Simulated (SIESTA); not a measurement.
The system is Ti.

```
CELL_PARAMETERS angstrom
2.95000 0.00000 0.00000
-1.47500 2.55477 0.00000
0.00000 0.00000 4.68000
ATOMIC_POSITIONS crystal
Ti 0.66667 0.33333 0.75000
Ti 0.33333 0.66667 0.25000
```

Base run:

| Quantity | Value |
| --- | --- |
| Program | SIESTA 5.4.2 |
| Functional | vdW-DF |
| Potentials or basis | PseudoDojo 0.4 standard (PBE files) |
| Basis | DZP (energy shift 0.003 Ry; two zetas on semicore shells) |
| Grid cutoff | 800 Ry |
| Energy shift | 0.003 Ry |
| k mesh | 10 × 10 × 6 |
| Occupations | fermi-dirac, width 0.05 eV |
| Spin | no spin polarisation |

Its results: band gap on the k mesh none (metal or under the smearing width); pressure 1.4 GPa.

Q: After a change of settings the same cell gave: band gap on the k mesh none (metal or under the smearing width); pressure 2.4 GPa. Which change was it?
A. functional from vdW-DF to optB88-vdW
B. functional from vdW-DF to VV10
C. functional from vdW-DF to vdW-DF-cx
D. functional from vdW-DF to vdW-DF2

A: D.

Caveats: the potentials were made for another functional, which shifts forces and pressure; the basis of atomic orbitals isn't converged, which shifts pressures, moduli and gaps.

Runs at the PBE level aren't shown here.
